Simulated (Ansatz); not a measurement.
NaCl (CsCl type), relaxed with r2SCAN in Ansatz. Space group Pm-3m (No. 221), cubic; conventional cell a = 3.460 Å, 20.70 Å³ an atom. Na has 8 Cl at 3.00 Å; Cl has 8 Na at 3.00 Å.

The axes x, y and z are those of this cell:
```
CELL_PARAMETERS angstrom
3.45955 0.00000 0.00000
0.00000 3.45955 0.00000
0.00000 0.00000 3.45955
ATOMIC_POSITIONS crystal
Na 0.00000 0.00000 0.00000
Cl 0.50000 0.50000 0.50000
```

Unstrained: PBE gives an indirect gap of 4.105 eV, from M to Γ; the least direct gap is 4.626 eV at Γ. The r2SCAN gap is indirect, 4.916 eV (M to Γ), below the direct gap of 5.454 eV at Γ. The HSE06 gap is indirect, 5.429 eV (M to Γ), below the direct gap of 5.993 eV at Γ. Meshes: PBE 8×8×8, r2SCAN 8×8×8, HSE06 6×6×6. Strains are changes of length per length. After each strain the atoms were relaxed again with r2SCAN within the symmetry that the strain leaves, so tilts or polar shifts that break it weren't tested; points keep the names that they have in the unstrained zone. All values are calculated for a non-magnetic cell, which may be hypothetical.

(1) Apply isotropic +2.06 % on every length. How far does the gap move, against the unstrained cell?

(2) Estimate what uniaxial -3.97 % along [111], other directions held does to the gap.

(3) One strain changed the r2SCAN stress by xx +0.01, yy +0.01, zz -2.60 GPa (compression positive) and the gap by -0.196 eV (PBE), -0.208 eV (r2SCAN), -0.205 eV (HSE06). Which kind of strain was it, and roughly how large?

Answers

(1) PBE: the gap goes from 4.105 to 3.899 eV (-0.206 eV). r2SCAN: the gap goes from 4.916 to 4.695 eV (-0.221 eV). HSE06: the gap goes from 5.429 to 5.209 eV (-0.220 eV). The r2SCAN energy rises by 6.5 meV an atom.

(2) PBE: the gap goes from 4.105 to 4.264 eV (+0.159 eV). r2SCAN: the gap goes from 4.916 to 5.086 eV (+0.170 eV). HSE06: the gap goes from 5.429 to 5.599 eV (+0.170 eV). The r2SCAN energy rises by 3.6 meV an atom.

(3) Uniaxial +3.29 % along z, other directions held. The pattern of the stress gives the kind; the size needs the stiffness, so it is an estimate.

The meshes of the hybrids are coarse, so their gaps aren't converged to the digits shown.
